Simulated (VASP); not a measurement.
Here is a VASP 6.6.1 calculation.

The input POSCAR:

```
CdS
1.0
    0.0000000000      2.9165000000      2.9165000000
    2.9165000000      0.0000000000      2.9165000000
    2.9165000000      2.9165000000      0.0000000000
Cd S
1 1
Direct
    0.0000000000      0.0000000000      0.0000000000
    0.7500000000      0.7500000000      0.7500000000
```

Contents of INCAR.step1:

```
SYSTEM = CdS
ALGO     = Normal         ! electronic algorithm
EDIFF    = 1E-7           ! SCF threshold, eV
ENCUT    = 520            ! plane-wave cutoff, eV
GGA      = PS             ! functional
ISIF     = 2              ! what is computed and relaxed
ISMEAR   = 0              ! smearing method
LASPH    = .TRUE.         ! aspherical terms in the spheres
LCHARG   = .TRUE.         ! write CHGCAR
LREAL    = .FALSE.        ! projectors in reciprocal space
LWAVE    = .FALSE.        ! write WAVECAR
NBANDS   = 16             ! bands
NELM     = 100            ! most SCF steps
PREC     = Accurate       ! precision mode
SIGMA    = 0.02           ! smearing width, eV
```

KPOINTS.step1

```
k-points
0
G
  8 8 8
  0 0 0
```

File INCAR.step2:

```
SYSTEM = CdS
ALGO     = Normal         ! electronic algorithm
EDIFF    = 1E-7           ! SCF threshold, eV
ENCUT    = 520            ! plane-wave cutoff, eV
GGA      = PS             ! functional
ICHARG   = 11             ! starting density
ISIF     = 2              ! what is computed and relaxed
ISMEAR   = 0              ! smearing method
LASPH    = .TRUE.         ! aspherical terms in the spheres
LCHARG   = .FALSE.        ! write CHGCAR
LREAL    = .FALSE.        ! projectors in reciprocal space
LWAVE    = .FALSE.        ! write WAVECAR
NBANDS   = 16             ! bands
NELM     = 100            ! most SCF steps
PREC     = Accurate       ! precision mode
SIGMA    = 0.05           ! smearing width, eV
```

Contents of KPOINTS.step2:

```
path GXWKGLUWLK,UX
15
line-mode
reciprocal
 0.0000000000  0.0000000000  0.0000000000  G
 0.5000000000  0.0000000000  0.5000000000  X

 0.5000000000  0.0000000000  0.5000000000  X
 0.5000000000  0.2500000000  0.7500000000  W

 0.5000000000  0.2500000000  0.7500000000  W
 0.3750000000  0.3750000000  0.7500000000  K

 0.3750000000  0.3750000000  0.7500000000  K
 0.0000000000  0.0000000000  0.0000000000  G

 0.0000000000  0.0000000000  0.0000000000  G
 0.5000000000  0.5000000000  0.5000000000  L

 0.5000000000  0.5000000000  0.5000000000  L
 0.6250000000  0.2500000000  0.6250000000  U

 0.6250000000  0.2500000000  0.6250000000  U
 0.5000000000  0.2500000000  0.7500000000  W

 0.5000000000  0.2500000000  0.7500000000  W
 0.5000000000  0.5000000000  0.5000000000  L

 0.5000000000  0.5000000000  0.5000000000  L
 0.3750000000  0.3750000000  0.7500000000  K

 0.6250000000  0.2500000000  0.6250000000  U
 0.5000000000  0.0000000000  0.5000000000  X
```

Potentials or basis: VASP PAW PBE potentials, release 64 (Cd, S).

Run with:

```bash
$ cat potpaw_PBE.64/Cd/POTCAR potpaw_PBE.64/S/POTCAR > POTCAR
$ cp INCAR.step1 INCAR
$ cp KPOINTS.step1 KPOINTS
$ mpirun -np 1 vasp_std > vasp.out
$ cp INCAR.step2 INCAR
$ cp KPOINTS.step2 KPOINTS
$ mpirun -np 1 vasp_std > vasp.out
```

What does it give for the band gap along the path?

1.01 eV, direct.

Estimate the band gap on the k mesh.

1.01 eV, direct.

Levels at the corners of the path, in eV from the valence-band top:
| point | band 6 | band 7 | band 8 | band 9 | band 10 | band 11 | band 12 | band 13 |
| --- | --- | --- | --- | --- | --- | --- | --- | --- |
| Γ | -7.24 | 0.00 | 0.00 | 0.00 | 1.01 | 6.45 | 6.45 | 6.45 |
| X | -6.80 | -4.01 | -1.91 | -1.91 | 3.39 | 4.25 | 9.08 | 10.67 |
| X | -6.80 | -4.01 | -1.91 | -1.91 | 3.39 | 4.25 | 9.08 | 10.67 |
| W | -6.61 | -3.96 | -2.32 | -2.23 | 5.31 | 5.38 | 7.12 | 7.91 |
| W | -6.61 | -3.96 | -2.32 | -2.23 | 5.31 | 5.38 | 7.12 | 7.91 |
| K | -6.66 | -4.00 | -2.59 | -1.56 | 4.10 | 5.37 | 8.36 | 8.98 |
| K | -6.66 | -4.00 | -2.59 | -1.56 | 4.10 | 5.37 | 8.36 | 8.98 |
| Γ | -7.24 | 0.00 | 0.00 | 0.00 | 1.01 | 6.45 | 6.45 | 6.45 |
| Γ | -7.24 | 0.00 | 0.00 | 0.00 | 1.01 | 6.45 | 6.45 | 6.45 |
| L | -6.86 | -4.48 | -0.76 | -0.76 | 2.89 | 6.91 | 6.91 | 7.33 |
| L | -6.86 | -4.48 | -0.76 | -0.76 | 2.89 | 6.91 | 6.91 | 7.33 |
| U | -6.66 | -4.00 | -2.59 | -1.56 | 4.10 | 5.37 | 8.36 | 8.98 |
| U | -6.66 | -4.00 | -2.59 | -1.56 | 4.10 | 5.37 | 8.36 | 8.98 |
| W | -6.61 | -3.96 | -2.32 | -2.23 | 5.31 | 5.38 | 7.12 | 7.91 |
| W | -6.61 | -3.96 | -2.32 | -2.23 | 5.31 | 5.38 | 7.12 | 7.91 |
| L | -6.86 | -4.48 | -0.76 | -0.76 | 2.89 | 6.91 | 6.91 | 7.33 |
| L | -6.86 | -4.48 | -0.76 | -0.76 | 2.89 | 6.91 | 6.91 | 7.33 |
| K | -6.66 | -4.00 | -2.59 | -1.56 | 4.10 | 5.37 | 8.36 | 8.98 |
| U | -6.66 | -4.00 | -2.59 | -1.56 | 4.10 | 5.37 | 8.36 | 8.98 |
| X | -6.80 | -4.01 | -1.91 | -1.91 | 3.39 | 4.25 | 9.08 | 10.67 |

Caveat: the log is that of the step along the path at fixed density, whose energy, stress, charges and moments have no meaning.
